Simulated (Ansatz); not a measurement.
# CaF2: strong compression

An exercise on one series of results from a longer session: the logs are not shown, and one member is left open.

Method: DFT, PBE, PAW with Ansatz's default frozen-core files, scalar-relativistic, in Ansatz 0.2.0.

## The structure to begin with

It takes space group Fm-3m (No. 225, cubic). Conventional cell: a = 5.241 Å, b = 5.241 Å, c = 5.241 Å, α = 90.00°, β = 90.00°, γ = 90.00°. Ca (site symmetry m-3m) is surrounded by 8 F at 2.27 Å. F (site symmetry -43m) is surrounded by 4 Ca at 2.27 Å.

As a file:

```
Ca F
1.0
     0.00000    2.62056    2.62056
     2.62056    0.00000    2.62056
     2.62056    2.62056    0.00000
Ca F
1 2
Cartesian
  0.0000 0.0000 0.0000
  1.3103 1.3103 1.3103
  3.9308 3.9308 3.9308
```

Whether this phase is the stable one at these pressures isn't tested.

Atoms are numbered in the order of the input: Ca1, F2, F3.

Set-up of the first run:

Contents of input.yaml:

```yaml
crystal:
  lattice:
    - [0.0, 2.6205633371, 2.6205633371]
    - [2.6205633371, 0.0, 2.6205633371]
    - [2.6205633371, 2.6205633371, 0.0]
  atoms:
    - { symbol: Ca, position: [0.0, 0.0, 0.0] }
    - { symbol: F, position: [0.25, 0.25, 0.25] }
    - { symbol: F, position: [0.75, 0.75, 0.75] }
kpoints:
  mp_grid: { grid: [10, 10, 10] }
scf:
  occupations: { method: fermi_dirac, width: 0.1 }
hamiltonian:
  xc: pbe
  pseudopotentials: { kind: paw }
output:
  forces: true
  stress: true
relax:
  f_tol: 0.005
  max_steps: 40
  cell: {}
```

The run is started by

```bash
> ansatz run input.yaml --threads 1 --pin off --max-ram 3072MiB --backend cpu --events-out ev --progress --plain --runs-dir out
```

Among the steps run: Cell relaxed at zero pressure, PAW; Volume scaled by 1, PAW; Volume scaled by 0.94, PAW; Volume scaled by 0.88, PAW; Volume scaled by 0.8, PAW; Volume scaled by 0.72, PAW; Volume scaled by 0.62, PAW; Volume scaled by 0.62, PAW (partial_waves polarizable).

One of the session's tables, all rows but one given; the rest of the session is left out.

 The rows PAW, 0.62 and PAW (partial_waves polarizable), 0.62 agree to the last digit and may rest on the same set-up.

| method | volume over the first | volume (Å³/atom) | pressure (GPa) | gap on the k mesh (eV) |
| --- | --- | --- | --- | --- |
| PAW | 1 | 13.947 | 0.00 | 7.14 |
| PAW | 0.94 | ? | ? | ? |
| PAW | 0.88 | 12.274 | 13.19 | 7.93 |
| PAW | 0.8 | 11.158 | 28.51 | 8.56 |
| PAW | 0.72 | 10.042 | 53.15 | 8.92 |
| PAW | 0.62 | 8.647 | 108.06 | 9.27 |
| PAW (partial_waves polarizable) | 0.62 | 8.647 | 108.06 | 9.27 |

**Question.** Estimate the row for PAW, 0.94.

**Answer.** volume (Å³/atom): 13.111; pressure (GPa): 5.51; gap on the k mesh (eV): 7.51. In the column «volume (Å³/atom)» it lies between PAW, 0.88 (12.274) and PAW, 1 (13.947).
